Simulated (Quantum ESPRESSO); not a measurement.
Set up this calculation in Quantum ESPRESSO 7.5, as an ASE script.

* Task: single point
* Functional: PBEsol
* Dispersion: rVV10
* Potentials or basis: PseudoDojo 0.4 SR PBEsol stringent
* Cutoff: 1116 eV
* Density cutoff: 4463 eV
* k mesh: 11 × 11 × 11
* Occupations: methfessel-paxton, width 0.1 eV
* Spin: no spin polarisation
* rVV10 parameter b: 6.3
* Mixing beta: 0.5
* Most SCF iterations: 120
* SCF threshold: 1e-06 Ry

The structure of Ag lies in Ag.cif:

```cif
data_Ag
_cell_length_a 4.08550000
_cell_length_b 4.08550000
_cell_length_c 4.08550000
_cell_angle_alpha 90.00000000
_cell_angle_beta 90.00000000
_cell_angle_gamma 90.00000000
_space_group_name_H-M_alt 'Fm-3m'
_space_group_name_Hall '-F 4 2 3'
_space_group_IT_number 225
loop_
_space_group_symop_operation_xyz
'x,y,z'
'-x,-y,-z'
'-y,x,z'
'y,-x,-z'
'-x,-y,z'
'x,y,-z'
'y,-x,z'
'-y,x,-z'
'x,-y,-z'
'-x,y,z'
'-y,-x,-z'
'y,x,z'
'-x,y,-z'
'x,-y,z'
'y,x,-z'
'-y,-x,z'
'z,x,y'
'-z,-x,-y'
'z,-y,x'
'-z,y,-x'
'z,-x,-y'
'-z,x,y'
'z,y,-x'
'-z,-y,x'
'-z,x,-y'
'z,-x,y'
'-z,-y,-x'
'z,y,x'
'-z,-x,y'
'z,x,-y'
'-z,y,x'
'z,-y,-x'
'y,z,x'
'-y,-z,-x'
'x,z,-y'
'-x,-z,y'
'-y,z,-x'
'y,-z,x'
'-x,z,y'
'x,-z,-y'
'-y,-z,x'
'y,z,-x'
'-x,-z,-y'
'x,z,y'
'y,-z,-x'
'-y,z,x'
'x,-z,y'
'-x,z,-y'
'x,y+1/2,z+1/2'
'-x,-y+1/2,-z+1/2'
'-y,x+1/2,z+1/2'
'y,-x+1/2,-z+1/2'
'-x,-y+1/2,z+1/2'
'x,y+1/2,-z+1/2'
'y,-x+1/2,z+1/2'
'-y,x+1/2,-z+1/2'
'x,-y+1/2,-z+1/2'
'-x,y+1/2,z+1/2'
'-y,-x+1/2,-z+1/2'
'y,x+1/2,z+1/2'
'-x,y+1/2,-z+1/2'
'x,-y+1/2,z+1/2'
'y,x+1/2,-z+1/2'
'-y,-x+1/2,z+1/2'
'z,x+1/2,y+1/2'
'-z,-x+1/2,-y+1/2'
'z,-y+1/2,x+1/2'
'-z,y+1/2,-x+1/2'
'z,-x+1/2,-y+1/2'
'-z,x+1/2,y+1/2'
'z,y+1/2,-x+1/2'
'-z,-y+1/2,x+1/2'
'-z,x+1/2,-y+1/2'
'z,-x+1/2,y+1/2'
'-z,-y+1/2,-x+1/2'
'z,y+1/2,x+1/2'
'-z,-x+1/2,y+1/2'
'z,x+1/2,-y+1/2'
'-z,y+1/2,x+1/2'
'z,-y+1/2,-x+1/2'
'y,z+1/2,x+1/2'
'-y,-z+1/2,-x+1/2'
'x,z+1/2,-y+1/2'
'-x,-z+1/2,y+1/2'
'-y,z+1/2,-x+1/2'
'y,-z+1/2,x+1/2'
'-x,z+1/2,y+1/2'
'x,-z+1/2,-y+1/2'
'-y,-z+1/2,x+1/2'
'y,z+1/2,-x+1/2'
'-x,-z+1/2,-y+1/2'
'x,z+1/2,y+1/2'
'y,-z+1/2,-x+1/2'
'-y,z+1/2,x+1/2'
'x,-z+1/2,y+1/2'
'-x,z+1/2,-y+1/2'
'x+1/2,y,z+1/2'
'-x+1/2,-y,-z+1/2'
'-y+1/2,x,z+1/2'
'y+1/2,-x,-z+1/2'
'-x+1/2,-y,z+1/2'
'x+1/2,y,-z+1/2'
'y+1/2,-x,z+1/2'
'-y+1/2,x,-z+1/2'
'x+1/2,-y,-z+1/2'
'-x+1/2,y,z+1/2'
'-y+1/2,-x,-z+1/2'
'y+1/2,x,z+1/2'
'-x+1/2,y,-z+1/2'
'x+1/2,-y,z+1/2'
'y+1/2,x,-z+1/2'
'-y+1/2,-x,z+1/2'
'z+1/2,x,y+1/2'
'-z+1/2,-x,-y+1/2'
'z+1/2,-y,x+1/2'
'-z+1/2,y,-x+1/2'
'z+1/2,-x,-y+1/2'
'-z+1/2,x,y+1/2'
'z+1/2,y,-x+1/2'
'-z+1/2,-y,x+1/2'
'-z+1/2,x,-y+1/2'
'z+1/2,-x,y+1/2'
'-z+1/2,-y,-x+1/2'
'z+1/2,y,x+1/2'
'-z+1/2,-x,y+1/2'
'z+1/2,x,-y+1/2'
'-z+1/2,y,x+1/2'
'z+1/2,-y,-x+1/2'
'y+1/2,z,x+1/2'
'-y+1/2,-z,-x+1/2'
'x+1/2,z,-y+1/2'
'-x+1/2,-z,y+1/2'
'-y+1/2,z,-x+1/2'
'y+1/2,-z,x+1/2'
'-x+1/2,z,y+1/2'
'x+1/2,-z,-y+1/2'
'-y+1/2,-z,x+1/2'
'y+1/2,z,-x+1/2'
'-x+1/2,-z,-y+1/2'
'x+1/2,z,y+1/2'
'y+1/2,-z,-x+1/2'
'-y+1/2,z,x+1/2'
'x+1/2,-z,y+1/2'
'-x+1/2,z,-y+1/2'
'x+1/2,y+1/2,z'
'-x+1/2,-y+1/2,-z'
'-y+1/2,x+1/2,z'
'y+1/2,-x+1/2,-z'
'-x+1/2,-y+1/2,z'
'x+1/2,y+1/2,-z'
'y+1/2,-x+1/2,z'
'-y+1/2,x+1/2,-z'
'x+1/2,-y+1/2,-z'
'-x+1/2,y+1/2,z'
'-y+1/2,-x+1/2,-z'
'y+1/2,x+1/2,z'
'-x+1/2,y+1/2,-z'
'x+1/2,-y+1/2,z'
'y+1/2,x+1/2,-z'
'-y+1/2,-x+1/2,z'
'z+1/2,x+1/2,y'
'-z+1/2,-x+1/2,-y'
'z+1/2,-y+1/2,x'
'-z+1/2,y+1/2,-x'
'z+1/2,-x+1/2,-y'
'-z+1/2,x+1/2,y'
'z+1/2,y+1/2,-x'
'-z+1/2,-y+1/2,x'
'-z+1/2,x+1/2,-y'
'z+1/2,-x+1/2,y'
'-z+1/2,-y+1/2,-x'
'z+1/2,y+1/2,x'
'-z+1/2,-x+1/2,y'
'z+1/2,x+1/2,-y'
'-z+1/2,y+1/2,x'
'z+1/2,-y+1/2,-x'
'y+1/2,z+1/2,x'
'-y+1/2,-z+1/2,-x'
'x+1/2,z+1/2,-y'
'-x+1/2,-z+1/2,y'
'-y+1/2,z+1/2,-x'
'y+1/2,-z+1/2,x'
'-x+1/2,z+1/2,y'
'x+1/2,-z+1/2,-y'
'-y+1/2,-z+1/2,x'
'y+1/2,z+1/2,-x'
'-x+1/2,-z+1/2,-y'
'x+1/2,z+1/2,y'
'y+1/2,-z+1/2,-x'
'-y+1/2,z+1/2,x'
'x+1/2,-z+1/2,y'
'-x+1/2,z+1/2,-y'
loop_
_atom_site_label
_atom_site_type_symbol
_atom_site_symmetry_multiplicity
_atom_site_Wyckoff_symbol
_atom_site_fract_x
_atom_site_fract_y
_atom_site_fract_z
_atom_site_occupancy
Ag1 Ag 4 a 0.0000000000 0.0000000000 0.0000000000 1
```

One way to write it, as run:

run.py

```python
import numpy as np
from ase.calculators.espresso import Espresso, EspressoProfile
import spglib
from ase import Atoms
from ase.io import read

atoms = read('Ag.cif')
cell, pos, num = spglib.standardize_cell((atoms.cell[:], atoms.get_scaled_positions(), atoms.numbers), to_primitive=True, symprec=1e-4)
atoms = Atoms(numbers=num, cell=cell, scaled_positions=pos, pbc=True)

input_data = {
    'control': {'calculation': 'scf', 'prefix': 'pwscf', 'outdir': './tmp', 'tprnfor': True, 'tstress': True, 'disk_io': 'nowf', 'verbosity': 'high'},
    'system': {'ecutwfc': 82.0, 'nbnd': 16, 'input_dft': 'sla+pw+psx+psc+vv10', 'occupations': 'smearing', 'smearing': 'mp', 'degauss': 0.00734986},
    'electrons': {'conv_thr': 1e-06, 'electron_maxstep': 120, 'mixing_beta': 0.5, 'startingwfc': 'atomic'},
}
pseudopotentials = {'Ag': 'Ag.upf'}
profile = EspressoProfile(command='pw.x', pseudo_dir='pseudo')
dft = Espresso(profile=profile, input_data=input_data, pseudopotentials=pseudopotentials, kpts=(11, 11, 11), koffset=(0, 0, 0))
atoms.calc = dft

print(f'energy {atoms.get_potential_energy():.8f} eV')
print('forces (eV/A)')
print(np.round(atoms.get_forces(), 6))
print('stress (eV/A^3, Voigt)')
print(np.round(atoms.get_stress(), 8))
print(f'Fermi level {dft.get_fermi_level():.4f} eV')
```

Potentials or basis: PseudoDojo 0.4 SR PBEsol stringent.

Launch:

```bash
$ OMP_NUM_THREADS=1 python run.py
```

Results of the run:

* Pressure: -8.0 GPa
* Band gap on the k mesh: none (metal or under the smearing width)

Caveat: rVV10's parameter b was fitted to another functional.

It took 8.9 s on 1 thread of Intel(R) Xeon(R) CPU @ 2.60GHz (Ice Lake), with other jobs on the host, peak memory 0.08 GiB.
